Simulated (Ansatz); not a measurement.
## Two-coordinate energy map

C₃H₇O (SMILES CC(C)=[OH+]) (charge +1), singlet, PBE0-D4/def2-TZVP minimum:

```
11
angstrom
C -0.4094 1.1643 -0.6840
C -0.1582 -0.1990 -0.2401
C 0.6068 -0.5191 0.9720
O -0.6413 -1.1243 -0.9662
H -0.9919 1.2075 -1.6008
H -0.9107 1.7052 0.1295
H 0.5572 1.6711 -0.8049
H 0.9464 0.3753 1.4881
H 1.4731 -1.1361 0.7023
H -0.0144 -1.1190 1.6485
H -0.4573 -2.0259 -0.6444
```

Rows set the angle H10–C3–C2 (°; 109.5 at the minimum), columns the dihedral angle C1–C2–O4–H11 (°; -180.0), set in this order; the parts move rigidly, in a bend the first-named atom's side turns in the plane, and in a torsion the whole end group turns. CCSD(T) energies count from the value at that structure, in kcal/mol. Program: Ansatz 0.2.0. Basis: def2-TZVPP. Cores are frozen in the correlated methods.

```csv
H10–C3–C2 \ C1–C2–O4–H11,-170.8,-125.8,-80.8,-35.8,9.2,54.2,99.2,144.2
91.5,7.07,21.62,–,13.64,8.34,21.93,28.90,12.72
100.5,2.08,16.55,24.99,9.38,3.54,17.20,?,8.31
109.5,0.51,14.82,24.05,8.44,2.09,15.62,23.86,7.23
118.5,2.12,16.20,26.10,10.59,?,17.03,?,9.24
127.5,6.70,20.49,30.94,15.65,8.34,21.23,30.42,14.15
```

(1) Fill in the withheld cells. (An estimate is asked for; the value comes from the calculation.)

T1 diagnostic: at most 0.016.

Results:

(1) Computed: (100.5, 99.2): 24.84; (118.5, 9.2): 3.76; (118.5, 99.2): 25.78 kcal/mol. These count from the CCSD(T) energy at the PBE0-D4 minimum.

The same grid for a cheaper method: PBE-D4 − CCSD(T), both counted from the minimum, in kcal/mol:
```tsv
H10–C3–C2 \ C1–C2–O4–H11	-170.8	-125.8	-80.8	-35.8	9.2	54.2	99.2	144.2
91.5	0.06	-0.89	–	-0.41	-0.04	-0.96	-1.45	-0.38
100.5	0.14	-0.84	-1.43	-0.36	0.05	-0.89	-1.45	-0.32
109.5	-0.04	-1.05	-1.69	-0.56	-0.11	-1.09	-1.68	-0.50
118.5	-0.44	-1.49	-2.16	-0.98	-0.51	-1.51	-2.13	-0.91
127.5	-1.05	-2.15	-2.85	-1.62	-1.13	-2.16	-2.79	-1.54
```

For scale, one of the runs: CCSD(T)/def2-TZVPP, 222 basis functions (an equivalent command: `ansatz run in.yaml --threads 4`). Time: 3.4 min of wall clock on 4 CPU threads; the host was shared. Peak host memory: 3.7 GiB.
